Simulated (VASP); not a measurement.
Input of a VASP 6.6.1 run:

INCAR

```
ALGO = Normal
EDIFF = 1E-6
EDIFFG = -0.01
ENCUT = 600
GGA = CA
IBRION = 2
ISIF = 3
ISMEAR = 0
LASPH = True
LCHARG = False
LREAL = False
LWAVE = False
NELM = 100
NSW = 60
PREC = Accurate
SIGMA = 0.05
```

KPOINTS

```
k-points
0
Gamma
  9 9 6
```

File POSCAR:

```
P
1.0
    3.3746300000      0.0000000000      0.0000000000
   -1.6873100000      2.9225100000      0.0000000000
    0.0000000000      0.0000000000      4.9154600000
P
3
Direct
    0.0000000000      0.5000000000      0.3333300000
    0.5000000000      0.5000000000      0.6666700000
    0.5000000000      0.0000000000      0.0000000000
```

Potentials or basis: VASP PAW LDA potentials, release 64 (P).

Launch:

```bash
$ cat potpaw_LDA.64/P/POTCAR > POTCAR
$ mpirun -np 1 vasp_std > vasp.out
```

(1) Predict the band gap on the k mesh.

(2) Estimate the relaxed cell.

(3) Estimate the space group after relaxing (to 0.05 Å).

Results:

(1) none (metal or under the smearing width).

(2) a = 3.293 Å, b = 3.293 Å, c = 4.871 Å, α = 90.00°, β = 90.00°, γ = 120.00°.

(3) P6_422 (No. 181).
